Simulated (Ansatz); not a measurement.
**Worked example: vertical energy of the triplet above the singlet of C6H7N (aniline)**

C6H7N has 14 atoms, charge 0, and is taken as a singlet. SMILES: `Nc1ccccc1`. The shape is that of a PBE0-D4/def2-TZVP optimisation. This is one conformer, not always the lowest.

Both states at this one shape; open shells run unrestricted unless said. 1 Eh = 27.2114 eV.

```tsv
level	program	singlet C6H7N (Eh)	triplet C6H7N (Eh)
HF/3-21G	Ansatz	-284.140415	-284.010514
HF/6-31G* (spherical functions)	Ansatz	-285.729179	-285.606023
PBE0/6-31G* (spherical functions)	Ansatz	-287.254631	-287.106382
```

Work out the vertical gap, second state less first, at each level.


1. HF/3-21G: -284.010514 − (-284.140415) = 0.129901 Eh = 3.53 eV.
2. HF/6-31G* (spherical functions): -285.606023 − (-285.729179) = 0.123156 Eh = 3.35 eV.
3. PBE0/6-31G* (spherical functions): -287.106382 − (-287.254631) = 0.148249 Eh = 4.03 eV.

No measured value is set beside it here; the levels span 3.35 to 4.03 eV. Hartree–Fock favours the state with fewer electron pairs, since it lacks pair correlation. The reference of the second state is spin-contaminated at HF/3-21G (⟨S²⟩ = 2.32). The reference of the second state is spin-contaminated at HF/6-31G* (spherical functions) (⟨S²⟩ = 2.32).
